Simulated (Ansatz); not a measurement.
BaTiO3 under changes of volume

One of the cells (12.856 Å³/atom); the others are scaled copies at fixed shape and fractional positions:

```
CELL_PARAMETERS angstrom
3.99980 0.00000 0.00000
0.00000 3.99980 0.00000
0.00000 0.00000 4.01800
ATOMIC_POSITIONS crystal
Ba 0.00000 0.00000 0.00000
Ti 0.50000 0.50000 0.49000
O 0.00000 0.50000 0.51700
O 0.50000 0.00000 0.51700
O 0.50000 0.50000 0.01900
```

* Program: Ansatz 0.2.0
* Functional: revPBE
* Dispersion: D4
* Potentials or basis: Ansatz PAW
* Cutoff: 420 eV (not typed: the program's choice for these potentials)
* k mesh: 7 × 7 × 7
* Occupations: fermi-dirac, width 0.05 eV
* Spin: no spin polarisation

```csv
volume (Å³/atom),energy over the lowest point (meV/atom),pressure (GPa),gap on the mesh (eV),largest force (eV/Å)
12.085,26.70,11.6,2.10,0.141
12.342,11.58,7.3,2.05,0.087
12.599,2.92,3.5,2.00,0.211
12.856,0.00,0.1,1.96,0.338
13.113,2.28,-2.9,1.91,0.457
13.371,9.21,-5.7,1.87,0.568
13.628,?,?,?,?
```

Question: What does the run at 13.628 Å³/atom give?

Answer: Energy over the lowest point 20.29 meV/atom; pressure -8.1 GPa; gap on the mesh 1.82 eV; largest force 0.671 eV/Å.

Worked out: A Birch-Murnaghan fit of order 3 (a polynomial in V^(-2/3)) to the other rows has its minimum at 12.87 Å³/atom with B0 = V·E''(V) = 160 GPa and B' = 4.5 at fixed shape and positions, which overstates the stiffness. It gives 20.28 meV/atom at 13.628 Å³/atom, against the run's 20.29, and -dE/dV = -8.1 GPa, against -8.1. A straight line through the other rows of the gap, of slope -2.28 eV per unit of ln V, extrapolates to 1.82 eV, against the run's 1.82.

Energies are extrapolated to zero smearing.

Caveats: odd divisions of the mesh miss points on the zone boundary, where band edges often lie, so the gap on the mesh can be too wide; spin-orbit coupling is left out, which moves the levels of the heavy elements; the PAW data sets come from PBE, with cores solved anew for the run's functional, which leaves a small shift of forces and pressure.

A mesh can miss the band edges.
